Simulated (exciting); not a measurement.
# MoP (P-6m2) in exciting: single point with PBE

Aim: the single point of MoP with PBE.

All numbers are computed with exciting (release sodium); they aren't measurements. Logs are shortened: lines on timing, memory, paths and dates and some standing lists are left out, and cuts for length are marked.

## Step 1: The structure

The structure is hexagonal, space group P-6m2 (No. 187). The conventional cell has a = 3.223 Å, b = 3.223 Å, c = 3.191 Å, α = 90.00°, β = 90.00°, γ = 120.00°. Mo (site symmetry -6m2) is surrounded by 6 P at 2.45 Å. P (site symmetry -6m2) has 6 Mo at 2.45 Å as nearest neighbours.

## Step 2: Single point, PBE

The input, input.xml:

```xml
<input>
  <title>MoP</title>
  <structure speciespath="./" tshift="false">
    <crystal scale="1">
      <basevect>6.090587299669 0.000000000000 0.000000000000</basevect>
      <basevect>-3.045293649834 5.274603325485 0.000000000000</basevect>
      <basevect>0.000000000000 0.000000000000 6.030116063681</basevect>
    </crystal>
    <species speciesfile="Mo.xml" rmt="2.3">
      <atom coord="0.000000000000 0.000000000000 0.000000000000"/>
    </species>
    <species speciesfile="P.xml" rmt="2">
      <atom coord="0.333333333300 0.666666666700 0.500000000000"/>
    </species>
  </structure>
  <groundstate do="fromscratch" ngridk="10 10 8" rgkmax="7.8" gmaxvr="14" lmaxapw="10" lmaxmat="10" lmaxvr="8" xctype="GGA_PBE" stype="Gaussian" swidth="0.00040424" nempty="14" ValenceRelativity="iora*" epsengy="1e-05" epspot="1e-05" maxscl="60" tforce="true" outputlevel="low"/>
</input>
```

Potentials or basis: all-electron LAPW+lo, shipped species files, valence relativity iora*.

Run with:

```console
$ OMP_NUM_THREADS=1 exciting_smp
```

INFO.OUT:

```text
================================================================================
EXCITING SODIUM started
[... 10 lines left out ...]

 Lattice vectors (cartesian) :
      6.0905872997      0.0000000000      0.0000000000
     -3.0452936498      5.2746033255      0.0000000000
      0.0000000000      0.0000000000      6.0301160637

 Reciprocal lattice vectors (cartesian) :
      1.0316222390      0.5956073774     -0.0000000000
      0.0000000000      1.1912147548      0.0000000000
      0.0000000000     -0.0000000000      1.0419675576

 Unit cell volume                           :     193.7200837066
 Brillouin zone volume                      :       1.2804568772

 Species :    1 (Mo)
     parameters loaded from                 :    Mo.xml
     name                                   :    molybdenum

     atomic positions (lattice) :
       1 :   0.00000000  0.00000000  0.00000000

 Species :    2 (P)
     parameters loaded from                 :    P.xml
     name                                   :    phosphorus

     atomic positions (lattice) :
       1 :   0.33333333  0.66666667  0.50000000

 Total number of atoms per unit cell        :       2

 Spin treatment                             :    spin-unpolarised

 Number of Bravais lattice symmetries       :      24
 Number of crystal symmetries               :      12

 k-point grid                               :      10   10    8
 Total number of k-points                   :     110
 k-point set is reduced with crystal symmetries

 R^MT_min * |G+k|_max (rgkmax)              :       7.80000000

 G-vector grid sizes                        :      30    30    27
 Total number of G-vectors                  :    8961

 Total nuclear charge                       :     -57.00000000
 Total electronic charge                    :      57.00000000

 Number of empty states                     :      14
 Total number of valence states             :      24

 Exchange-correlation type                  :      20
     Perdew-Burke-Ernzerhof, Phys. Rev. Lett. 77, 3865 (1996)
     Generalised gradient approximation (GGA)

 Smearing scheme                            :    Gaussian
 Smearing width                             :       0.00040424

++++++++++++++++++++++++++++++++++++++++++++++++++++++++++++++++++++++++++++++++
+ Ending initialization                                                        +
++++++++++++++++++++++++++++++++++++++++++++++++++++++++++++++++++++++++++++++++

********************************************************************************
* Groundstate module started                                                   *
********************************************************************************
 Output level for this task is set to low

++++++++++++++++++++++++++++++++++++++++++++++++++++++++++++++++++++++++++++++++
[... 5 lines left out ...]
+ SCF iteration number :    1                                                  +
++++++++++++++++++++++++++++++++++++++++++++++++++++++++++++++++++++++++++++++++
 Total energy                               :     -4380.72312742
 _______________________________________________________________
 Fermi energy                               :         0.49710243
 DOS at Fermi energy (states/Ha/cell)       :        27.62502795
 Electron charge: Core leakage              :         0.00102533

++++++++++++++++++++++++++++++++++++++++++++++++++++++++++++++++++++++++++++++++
+ SCF iteration number :    2                                                  +
++++++++++++++++++++++++++++++++++++++++++++++++++++++++++++++++++++++++++++++++
 Total energy                               :     -4390.19923268
 _______________________________________________________________
 Fermi energy                               :         0.47220832
 DOS at Fermi energy (states/Ha/cell)       :        26.00745529
 Electron charge: Core leakage              :         0.00104522

 RMS change in effective potential (target) :  0.595289E-01  ( 0.100000E-04)
 Absolute change in total energy   (target) :   9.47611      ( 0.100000E-04)
 Charge distance                   (target) :  0.159272E-01  ( 0.100000E-04)
 Abs. change in max-nonIBS-force   (target) :   0.00000      ( 0.500000E-04)

++++++++++++++++++++++++++++++++++++++++++++++++++++++++++++++++++++++++++++++++
+ SCF iteration number :    3                                                  +
++++++++++++++++++++++++++++++++++++++++++++++++++++++++++++++++++++++++++++++++
 Total energy                               :     -4391.79759353
 _______________________________________________________________
 Fermi energy                               :         0.46654658
 DOS at Fermi energy (states/Ha/cell)       :        20.63774296
 Electron charge: Core leakage              :         0.00104096

 RMS change in effective potential (target) :  0.428363E-01  ( 0.100000E-04)
 Absolute change in total energy   (target) :   1.59836      ( 0.100000E-04)
 Charge distance                   (target) :  0.273153E-02  ( 0.100000E-04)
 Abs. change in max-nonIBS-force   (target) :   0.00000      ( 0.500000E-04)

++++++++++++++++++++++++++++++++++++++++++++++++++++++++++++++++++++++++++++++++
+ SCF iteration number :    4                                                  +
++++++++++++++++++++++++++++++++++++++++++++++++++++++++++++++++++++++++++++++++
 Total energy                               :     -4390.76513564
 _______________________________________________________________
 Fermi energy                               :         0.46818578
 DOS at Fermi energy (states/Ha/cell)       :        19.78468157
 Electron charge: Core leakage              :         0.00102679
[... 113 lines left out ...]
 RMS change in effective potential (target) :  0.186829E-07  ( 0.100000E-04)
 Absolute change in total energy   (target) :  0.339786E-04  ( 0.100000E-04)
 Charge distance                   (target) :  0.609619E-07  ( 0.100000E-04)
 Abs. change in max-nonIBS-force   (target) :   0.00000      ( 0.500000E-04)

++++++++++++++++++++++++++++++++++++++++++++++++++++++++++++++++++++++++++++++++
+ SCF iteration number :   13                                                  +
++++++++++++++++++++++++++++++++++++++++++++++++++++++++++++++++++++++++++++++++
 Total energy                               :     -4391.74004037
 _______________________________________________________________
 Fermi energy                               :         0.46513943
 DOS at Fermi energy (states/Ha/cell)       :        19.33646508
 Electron charge: Core leakage              :         0.00102199

 RMS change in effective potential (target) :  0.335542E-08  ( 0.100000E-04)
 Absolute change in total energy   (target) :  0.813042E-06  ( 0.100000E-04)
 Charge distance                   (target) :  0.366627E-08  ( 0.100000E-04)
 Abs. change in max-nonIBS-force   (target) :   0.00000      ( 0.500000E-04)

++++++++++++++++++++++++++++++++++++++++++++++++++++++++++++++++++++++++++++++++
+ SCF iteration number :   14                                                  +
++++++++++++++++++++++++++++++++++++++++++++++++++++++++++++++++++++++++++++++++
 Total energy                               :     -4391.74004067
 _______________________________________________________________
 Fermi energy                               :         0.46513943
 DOS at Fermi energy (states/Ha/cell)       :        19.33651050
 Electron charge: Core leakage              :         0.00102199

 RMS change in effective potential (target) :  0.240280E-08  ( 0.100000E-04)
 Absolute change in total energy   (target) :  0.293554E-06  ( 0.100000E-04)
 Charge distance                   (target) :  0.128359E-08  ( 0.100000E-04)
 Abs. change in max-nonIBS-force   (target) :   0.00000      ( 0.500000E-04)

++++++++++++++++++++++++++++++++++++++++++++++++++++++++++++++++++++++++++++++++
| Convergency criteria checked for the last 2 iterations                       +
| Convergence targets achieved. Performing final SCF iteration                 +
++++++++++++++++++++++++++++++++++++++++++++++++++++++++++++++++++++++++++++++++
 Total energy                               :     -4391.74004035
 _______________________________________________________________
 Fermi energy                               :         0.46513943
 DOS at Fermi energy (states/Ha/cell)       :        19.33649417
 Electron charge: Core leakage              :         0.00102199

++++++++++++++++++++++++++++++++++++++++++++++++++++++++++++++++++++++++++++++++
+ Self-consistent loop stopped                                                 +
++++++++++++++++++++++++++++++++++++++++++++++++++++++++++++++++++++++++++++++++
 STATE.OUT is written

--------------------------------------------------------------------------------
- Writing atomic positions and forces                                          -
--------------------------------------------------------------------------------

 Atomic positions (lattice) :
 atom     1  Mo  :     0.00000000    0.00000000    0.00000000
 atom     2   P  :     0.33333333    0.66666667    0.50000000

 Total atomic forces including IBS (cartesian) :
 atom     1  Mo  :     0.00000000   -0.00000000    0.00000000
 atom     2   P  :     0.00000000    0.00000000    0.00000000

 Atomic force components including IBS (cartesian) :
 atom     1  Mo  :     0.00000000    0.00000000    0.00000000   HF force
                 :    -0.00000000   -0.00000000    0.00000000   core correction
                 :    -0.00000000   -0.00000000    0.00000000   IBS correction
 atom     2   P  :    -0.00000000    0.00000000    0.00000000   HF force
                 :     0.00000000    0.00000000    0.00000000   core correction
                 :     0.00000000    0.00000000    0.00000000   IBS correction

********************************************************************************
* Groundstate module stopped                                                   *
********************************************************************************

================================================================================
| EXCITING SODIUM stopped                                                      =
================================================================================
```

It took 1.9 min on 1 thread of Arm Neoverse V1, shared host; peak memory 0.12 GiB.

What came out:

```yaml
Free_energy: -119505.3346 eV
Band_gap_on_the_k_mesh: none (metal or under the smearing width)
```
